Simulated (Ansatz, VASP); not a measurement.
**Two plane-wave programs on HfC**

Contents of INCAR:

```
ALGO     = Normal         # electronic algorithm
EDIFF    = 1E-8           # SCF threshold, eV
ENCUT    = 520            # plane-wave cutoff, eV
GGA      = PE             # functional
ISIF     = 2              # what is computed and relaxed
ISMEAR   = -1             # smearing method
LASPH    = True           # aspherical terms in the spheres
LCHARG   = False          # write CHGCAR
LEFG     = True         
LREAL    = False          # projectors in reciprocal space
LWAVE    = False          # write WAVECAR
NBANDS   = 14             # bands
NELM     = 100            # most SCF steps
PREC     = Accurate       # precision mode
SIGMA    = 0.08           # smearing width, eV
```

File KPOINTS:

```
k-points
0
Gamma
  11 11 11
```

The input POSCAR:

```
HfC
1.0
    0.0000000000      2.5714843981      2.5714843981
    2.5714843981      0.0000000000      2.5714843981
    2.5714843981      2.5714843981      0.0000000000
Hf C
1 1
Direct
    0.0000000000      0.0000000000      0.0000000000
    0.2500000000      0.2500000000      0.2500000000
```

Input for Ansatz:

```yaml
crystal:
  lattice:
    - [0.0, 2.5714843981, 2.5714843981]
    - [2.5714843981, 0.0, 2.5714843981]
    - [2.5714843981, 2.5714843981, 0.0]
  atoms:
    - { symbol: Hf, position: [0.0, 0.0, 0.0] }
    - { symbol: C, position: [0.25, 0.25, 0.25] }
kpoints:
  mp_grid: { grid: [11, 11, 11] }
scf:
  occupations: { method: fermi_dirac, width: 0.08 }
hamiltonian:
  xc: pbe
  pseudopotentials: { kind: paw }
output:
  forces: true
  stress: true
  eigenvalues: true
  efg: { contact_densities: true }
```

Change from the starting cell: volume scaled by 1.06, PAW files.

Alike in both runs: task electric field gradients; functional PBE; k mesh 11 × 11 × 11; occupations fermi-dirac, width 0.08 eV; no spin polarisation.

```csv
,VASP,Ansatz
version,VASP 6.6.1,Ansatz 0.2.0
potentials or method,"VASP PAW PBE potentials, release 64 (Hf_pv, C)","PAW with Ansatz's default frozen-core files, scalar-relativistic"
plane-wave cutoff (eV),520,420
valence electrons in the cell,14,30
```

|  | VASP | Ansatz | Ansatz less VASP |
| --- | --- | --- | --- |
| pressure (GPa) | -8.6 | -8.1 | +0.46 |
| Vzz of the field gradient on the site that differs most (V/Å²) | 0.0 | 0.0 | 0.00 |

The two sets of potentials don't hold the same shells in valence. Ansatz warned: «gradients_without_spin_orbit».

Caveats: spin-orbit coupling is left out, which moves the levels of the heavy elements; an odd mesh through Γ misses points on the zone boundary, where band edges often lie.
